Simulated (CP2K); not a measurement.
Crystal: CdS (Hawleyite).

```xyz
2
Lattice="4.1246 0.0000 0.0000 2.0623 3.5720 0.0000 2.0623 1.1907 3.3677" Properties=species:S:1:pos:R:3 pbc="T T T"
Cd    0.0000    0.0000    0.0000
S     6.1868    3.5720    2.5258
```

Base run:

* Program: CP2K 2026.2
* Functional: AM05
* Potentials or basis: POTENTIAL_UZH Cd GTH-PBE-q12, S GTH-PBE-q6; TZVP-MOLOPT-PBE-GTH basis
* Density cutoff: 9184 eV
* k mesh: 8 × 8 × 8
* Occupations: fermi-dirac, width 0.05 eV
* Spin: no spin polarisation

Its results: band gap on the k mesh 1.07 eV, direct; pressure 1.2 GPa.

Q: The run is repeated on the same cell with these changes: functional from AM05 to BEEF-vdW. What comes out?

A: Band gap on the k mesh 1.27 eV, direct; pressure 4.9 GPa.

Caveats: the potentials were made for another functional, which shifts forces and pressure; the basis of atomic orbitals isn't converged, which shifts pressures, moduli and gaps.

A k mesh can miss the band edges.

Not every run made on this cell is shown here.
